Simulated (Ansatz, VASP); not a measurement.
# Two plane-wave programs on Sn

```
Sn
1.0
     0.00000    3.16734    3.16734
     3.16734    0.00000    3.16734
     3.16734    3.16734    0.00000
Sn
2
Direct
  0.75000 0.75000 0.75000
  0.50000 0.50000 0.50000
```

Change from the starting cell: volume scaled by 0.94.

Alike in both runs: task single point; functional PBE; k mesh 7 × 7 × 7; occupations fermi-dirac, width 0.05 eV; no spin polarisation.

|  | VASP | Ansatz |
| --- | --- | --- |
| version | VASP 6.6.1 | Ansatz 0.2.0 |
| potentials or method | VASP PAW PBE potentials, release 64 (Sn_d) | Ansatz PAW |
| plane-wave cutoff (eV) | 520 | 420 |
| valence electrons in the cell | 28 | 28 |

```tsv
	VASP	Ansatz	Ansatz less VASP
gap on the k mesh at the Fermi level (eV)	none	none	-
pressure (GPa)	7.6	7.6	+0.07
```

A gap of «none» marks a metal or a gap that the smearing closes. With one functional, cell and mesh, what is left measures potentials, basis and numerics.
